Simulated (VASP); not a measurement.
# MgS (P3m1) in VASP: a series of runs, part 2 of 2

VASP 6.6.1. Earlier steps stand in the parts before.

### 3 Relaxation of cell and atoms, PBE

INCAR reads:

```
ALGO = Normal
EDIFF = 1E-6
EDIFFG = -0.01
ENCUT = 600
GGA = PE
IBRION = 2
ISIF = 3
ISMEAR = 0
LASPH = T
LCHARG = F
LREAL = Auto
LWAVE = F
NELM = 80
NSW = 65
PREC = Accurate
SIGMA = 0.02
```

KPOINTS reads:

```
k-points
0
Gamma
  9 9 1
```

POSCAR reads:

```
MgS
1.0
    4.0544445452      0.0000000000      0.0000000000
   -2.0272222726      3.5112519744      0.0000000000
    0.0000000000      0.0000000000     25.9657211241
Mg S
8 8
Direct
    0.0000000000      0.0000000000      0.0000000000
    0.3333333333      0.6666666667      0.1250000000
    0.6666666667      0.3333333333      0.2500000000
    0.0000000000      0.0000000000      0.3750000000
    0.3333333333      0.6666666667      0.5000000000
    0.6666666667      0.3333333333      0.6250000000
    0.0000000000      0.0000000000      0.7500000000
    0.3333333333      0.6666666667      0.8750000000
    0.0000000000      0.0000000000      0.0937500000
    0.3333333333      0.6666666667      0.2187500000
    0.6666666667      0.3333333333      0.3437500000
    0.0000000000      0.0000000000      0.4687500000
    0.3333333333      0.6666666667      0.5937500000
    0.6666666667      0.3333333333      0.7187500000
    0.0000000000      0.0000000000      0.8437500000
    0.3333333333      0.6666666667      0.9687500000
```

Potentials or basis: VASP PAW PBE potentials, release 64 (Mg, S).

The run is started by

```bash
cat potpaw_PBE.64/Mg/POTCAR potpaw_PBE.64/S/POTCAR > POTCAR
mpirun -np 1 vasp_std > vasp.out
```

OUTCAR:

```text
EDIFF = 1E-6
   EDIFFG = -0.01
   ENCUT = 600
   GGA = PE
   IBRION = 2
   ISIF = 3
   ISMEAR = 0
   LASPH = T
   LREAL = Auto
   NELM = 80
   NSW = 65
   PREC = Accurate

 ion  position               nearest neighbor table
   1  0.000  0.000  0.000-   9 2.43  16 2.48  16 2.48  16 2.48
   2  0.333  0.667  0.125-  10 2.43   9 2.48   9 2.48   9 2.48
   3  0.667  0.333  0.250-  11 2.43  10 2.48  10 2.48  10 2.48
   4  0.000  0.000  0.375-  12 2.43  11 2.48  11 2.48  11 2.48
   5  0.333  0.667  0.500-  13 2.43  12 2.48  12 2.48  12 2.48
   6  0.667  0.333  0.625-  14 2.43  13 2.48  13 2.48  13 2.48
[... 8 lines left out ...]
  15  0.000  0.000  0.844-   7 2.43   8 2.48   8 2.48   8 2.48
  16  0.333  0.667  0.969-   8 2.43   1 2.48   1 2.48   1 2.48

  LATTYP: Found a hexagonal cell.
 ALAT       =     4.0544445452
 C/A-ratio  =     6.4042610115

  Lattice vectors:

 A1 = (   4.0544445452,   0.0000000000,   0.0000000000)
 A2 = (  -2.0272222726,   3.5112519744,   0.0000000000)
 A3 = (   0.0000000000,   0.0000000000,  25.9657211241)

Analysis of symmetry for initial positions (statically):
=====================================================================
 Subroutine PRICEL returns:
 Original cell was already a primitive cell.

 Routine SETGRP: Setting up the symmetry group for a
 hexagonal supercell.

 Subroutine GETGRP returns: Found  6 space group operations
 (whereof  6 operations were pure point group operations)
[... 187 lines left out ...]
  --------------------------------------------------------------------------------------
  -------------------------------------------------------------------------------------
  Total       -1.6212524     -1.6212524      2.7518440     -0.0000000      0.0000000      0.0000000
  in kB       -7.0269595     -7.0269595     11.9272590     -0.0000000      0.0000000      0.0000000
  external PRESSURE =      -0.7088867 kB  Pullay stress =       0.0000000 kB
[... 131 lines left out ...]
  FREE ENERGIE OF THE ION-ELECTRON SYSTEM (eV)
  ---------------------------------------------------
  free  energy   TOTEN  =       -67.8200106405 eV

  energy  without entropy=      -67.8200106405  energy(sigma->0) =      -67.82001064

[... ionic steps 4 to 11 ...]

--------------------------------------- Ionic step       12  -------------------------------------------

 number of electron      64.0000000 magnetization

------------------------ aborting loop because EDIFF is reached ----------------------------------------
[... 95 lines left out ...]
--------------------------------------- Ionic step       14  -------------------------------------------

 number of electron      64.0000000 magnetization

 Free energy of the ion-electron system (eV)
  ---------------------------------------------------
  ext. energy  EPLUGINS =         0.00000000
  ---------------------------------------------------
  free energy    TOTEN  =       -67.82108537 eV

  energy without entropy =      -67.82108537  energy(sigma->0) =      -67.82108537

 E-fermi :   1.0768     XC(G=0):  -8.3262

 val. band max:        0.9876441277   @ k =   0.0000   0.0000   0.0000
 cond. band min:       4.3606241095   @ k =   0.0000   0.0000   0.0000
 fundamental gap:      3.3729799818
 Fermi energy:         1.0767522687

 k-point     1 :       0.0000    0.0000    0.0000
  band No.  band energies     occupation
      1     -10.2691      2.00000
      2     -10.1772      2.00000
      3     -10.1513      2.00000
      4      -9.9470      2.00000
      5      -9.9453      2.00000
      6      -9.7110      2.00000
[... 560 lines left out ...]
  FREE ENERGIE OF THE ION-ELECTRON SYSTEM (eV)
  ---------------------------------------------------
  free  energy   TOTEN  =       -67.8210853690 eV

  energy  without entropy=      -67.8210853690  energy(sigma->0) =      -67.82108537

 reached required accuracy - stopping structural energy minimisation
```

OSZICAR:

```text
N       E                     dE             d eps       ncg     rms          rms(c)
DAV:   1     0.341971117855E+03    0.34197E+03   -0.26255E+04   984   0.141E+03
DAV:   2    -0.324994841226E+02   -0.37447E+03   -0.36143E+03  1381   0.207E+02
DAV:   3    -0.711291031060E+02   -0.38630E+02   -0.38477E+02  1198   0.733E+01
DAV:   4    -0.719335601794E+02   -0.80446E+00   -0.80297E+00  1176   0.129E+01
[... 106 lines left out ...]
DAV:   2    -0.678211011972E+02   -0.38947E-04   -0.86255E-04  1171   0.124E-01    0.433E-02
DAV:   3    -0.678210936757E+02    0.75214E-05   -0.31198E-05  1168   0.252E-02    0.286E-02
DAV:   4    -0.678210892442E+02    0.44316E-05   -0.59367E-06  1184   0.101E-02    0.189E-02
DAV:   5    -0.678210859899E+02    0.32543E-05   -0.34425E-06   936   0.867E-03    0.102E-02
DAV:   6    -0.678210853690E+02    0.62096E-06   -0.17994E-06   736   0.584E-03
  14 F= -.67821085E+02 E0= -.67821085E+02  d E =-.938371E-04
```

CONTCAR:

```text
MgS
   1.00000000000000
     4.0308405371353455   -0.0000000000000001   -0.0000000000000000
    -2.0154202685676728    3.4908103037845000    0.0000000000000000
    -0.0000000000000000   -0.0000000000000000   26.2148834136056514
  Mg              S
     8     8
Direct
     0.0000000000000000    0.0000000000000000    0.9998310705706110
     0.3333333332999970    0.6666666667000030    0.1243784682451597
     0.6666666667000030    0.3333333332999970    0.2495888519522983
     0.0000000000000000    0.0000000000000000    0.3748531889569987
     0.3333333332999970    0.6666666667000030    0.4998712045653563
     0.6666666667000030    0.3333333332999970    0.6248799016705456
[... 8 lines left out ...]
     1.0000000000000000    1.0000000000000000    0.8441890609985816
     0.3333333332999970    0.6666666667000030    0.9691800884523918

  0.00000000E+00  0.00000000E+00  0.00000000E+00
  0.00000000E+00  0.00000000E+00  0.00000000E+00
  0.00000000E+00  0.00000000E+00  0.00000000E+00
  0.00000000E+00  0.00000000E+00  0.00000000E+00
  0.00000000E+00  0.00000000E+00  0.00000000E+00
  0.00000000E+00  0.00000000E+00  0.00000000E+00
[... 8 lines left out ...]
  0.00000000E+00  0.00000000E+00  0.00000000E+00
  0.00000000E+00  0.00000000E+00  0.00000000E+00
```

It took 22 min on 1 thread of Intel Xeon 6975P-C (Granite Rapids), shared host; peak memory 0.59 GiB.

Results:

| Property | Result |
| --- | --- |
| Free energy | -67.8211 eV |
| Relaxed volume | 23.05 Å³/atom |
| Relaxed cell | a = 4.031 Å, b = 4.031 Å, c = 26.215 Å, α = 90.00°, β = 90.00°, γ = 120.00° |
| Space group after relaxing (to 0.05 Å) | P3m1 (No. 156) |
| Energy gained by relaxing | 1.8 meV/atom |
| Ionic steps | 14 |
| Pressure after relaxing | 0.0 GPa |
| Largest force after relaxing | 0.009 eV/Å |
| Band gap on the k mesh | 3.37 eV, direct |

Forces on the atoms (eV/Å):
```
Mg   0.000  0.000  0.001
Mg   0.000  0.000 -0.007
Mg   0.000  0.000  0.007
Mg   0.000  0.000 -0.009
Mg   0.000  0.000  0.000
Mg   0.000  0.000  0.005
Mg   0.000  0.000 -0.004
Mg   0.000  0.000  0.005
S    0.000  0.000 -0.003
S    0.000  0.000 -0.002
S    0.000  0.000 -0.006
S    0.000  0.000 -0.005
S    0.000  0.000  0.006
S    0.000  0.000  0.006
S    0.000  0.000  0.002
S    0.000  0.000  0.002
```

The path:
```
step  energy change (eV)  largest force (eV/Å)  pressure (GPa)  volume (Å³)
   1              0.0000                0.2078           -0.07       369.65
   2             -0.0271                0.0462           -0.02       369.08
   3             -0.0271                0.0422           -0.02       369.10
   4             -0.0271                0.0397           -0.02       369.11
   5             -0.0275                0.0315            0.01       368.94
   6             -0.0278                0.0198            0.08       368.43
   7             -0.0280                0.0164            0.04       368.72
   8             -0.0281                0.0156            0.00       369.01
   9             -0.0281                0.0132            0.00       369.02
  10             -0.0281                0.0173           -0.01       369.05
  11             -0.0282                0.0162           -0.01       369.02
  12             -0.0282                0.0105            0.01       368.93
  13             -0.0282                0.0138            0.03       368.75
  14             -0.0282                0.0091            0.02       368.87
```

Final structure:
```
Mg S
1.0
     4.03084    0.00000    0.00000
    -2.01542    3.49081    0.00000
     0.00000    0.00000   26.21488
Mg S
8 8
Direct
  0.00000 0.00000 0.99983
  0.33333 0.66667 0.12438
  0.66667 0.33333 0.24959
  0.00000 0.00000 0.37485
  0.33333 0.66667 0.49987
  0.66667 0.33333 0.62488
  0.00000 0.00000 0.75006
  0.33333 0.66667 0.87528
  0.00000 0.00000 0.09376
  0.33333 0.66667 0.21853
  0.66667 0.33333 0.34376
  0.00000 0.00000 0.46894
  0.33333 0.66667 0.59391
  0.66667 0.33333 0.71898
  0.00000 0.00000 0.84419
  0.33333 0.66667 0.96918
```

Caveat: an odd mesh through Γ misses points on the zone boundary, where band edges often lie.
